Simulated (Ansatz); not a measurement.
InP:

```xyz
2
Lattice="0.0000 2.9305 2.9305 2.9305 0.0000 2.9305 2.9305 2.9305 0.0000" Properties=species:S:1:pos:R:3 pbc="T T T"
In    0.0000    0.0000    0.0000
P     4.3957    4.3957    4.3957
```

| Item | Value |
| --- | --- |
| Program | Ansatz 0.2.0 |
| Task | relaxation of cell and atoms |
| Functional | BLYP |
| Dispersion | D3(BJ) |
| Potentials or basis | all-electron LAPW, scalar-relativistic |
| Basis error allowed | 0.001 eV/atom |
| k mesh | 8 × 8 × 8 |
| Occupations | fermi-dirac, width 0.05 eV |
| Spin | no spin polarisation |

At the start: volume 25.17 Å³/atom.

Problem. Where does the relaxation end?

Solution. Over 4 steps the energy falls by 2.9 meV/atom and the volume is 25.78 Å³/atom (+2.4 %); space group F-43m (No. 216, to 0.05 Å).

Step by step:
```
step  energy change (eV)  largest force (eV/Å)  volume (Å³)
   1              0.0000                0.0000        50.33
   2             -0.0058                0.0000        51.68
   3             -0.0059                0.0000        51.56
   4             -0.0059                0.0000        51.56
```

Final structure:
```
CELL_PARAMETERS angstrom
0.00000 2.95420 2.95420
2.95420 0.00000 2.95420
2.95420 2.95420 0.00000
ATOMIC_POSITIONS crystal
In 0.00000 0.00000 0.00000
P 0.75000 0.75000 0.75000
```
